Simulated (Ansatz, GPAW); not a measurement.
This is a calculation of Si2Mo for Ansatz 0.2.0. 

The input input.yaml:

```yaml
crystal:
  lattice:
    - [-1.6, 1.6, 3.9305]
    - [1.6, -1.6, 3.9305]
    - [1.6, 1.6, -3.9305]
  atoms:
    - { symbol: Mo, position: [0.0, 0.0, 0.0] }
    - { symbol: Si, position: [0.667, 0.667, 0.0] }
    - { symbol: Si, position: [0.333, 0.333, 0.0] }
hamiltonian:
  xc: pbe
  pseudopotentials: { kind: paw }
kpoints:
  mp_grid: { grid: [12, 12, 12] }
scf:
  occupations: { method: gaussian, width: 0.05 }
output:
  forces: true
  stress: true
  eigenvalues: true
```

Potentials or basis: Ansatz PAW.

The run is started by

```sh
$ ansatz run input.yaml --threads 2 --pin off --max-ram 5632MiB --backend cpu --events-out ev --progress --plain --runs-dir out
```

**Question.** Set up the same calculation for GPAW 26.7.0 (ASE script). Potentials or basis there: GPAW PAW data sets (gpaw-data 1.2.1), cutoff 600 eV.

**Answer.** As run (cutoffs and basis follow the program's own potentials, and thresholds, step limits or extra output files can differ):

The input run.py:

```python
from ase.dft.bandgap import bandgap
from ase.io import read, write
from ase.units import GPa
from gpaw import GPAW, PW

atoms = read('Si2Mo.xyz')

calc = GPAW(mode=PW(600),
            xc='PBE',
            kpts={'size': (12, 12, 12), 'gamma': True},
            occupations={'name': 'methfessel-paxton', 'order': 0, 'width': 0.05},
            nbands=23,
            convergence={'density': 1e-05, 'energy': 1e-05},
            maxiter=150,
            txt='gpaw.txt')
atoms.calc = calc
energy = atoms.get_potential_energy()
forces = atoms.get_forces()
stress = atoms.get_stress()
calc.write('gs.gpw')
write('result.traj', atoms)
print(f'Energy: {energy:.6f} eV')
print('Forces (eV/A):')
print(forces.round(4))
print('Stress (GPa):', (stress / GPa).round(3))
print('Fermi level:', round(calc.get_fermi_level(), 4), 'eV')
print(f'Gap: {bandgap(calc)[0]:.4f} eV, direct: {bandgap(calc, direct=True)[0]:.4f} eV')
```

File Si2Mo.xyz:

```xyz
3
Lattice="-1.6000000000 1.6000000000 3.9305000000 1.6000000000 -1.6000000000 3.9305000000 1.6000000000 1.6000000000 -3.9305000000" Properties=species:S:1:pos:R:3 pbc="T T T"
Mo     0.0000000000      0.0000000000      0.0000000000
Si     0.0000000000      0.0000000000      5.2432870000
Si     0.0000000000      0.0000000000      2.6177130000
```

Potentials or basis: GPAW PAW data sets (gpaw-data 1.2.1), pw.

Run with:

```console
$ OMP_NUM_THREADS=1 python run.py
```

Both were run:

|  | Ansatz | GPAW |
| --- | --- | --- |
| Pressure | 2.2 GPa | 2.8 GPa |
| Largest force | 0.276 eV/Å | 0.263 eV/Å |

Ansatz's pressure holds a Pulay term of +0.04 GPa for its cutoff of 420 eV, which the other run lacks.

Where Ansatz's input types no cutoff or centring, it takes its own default and a Γ-centred mesh.

Pressure is positive in compression.
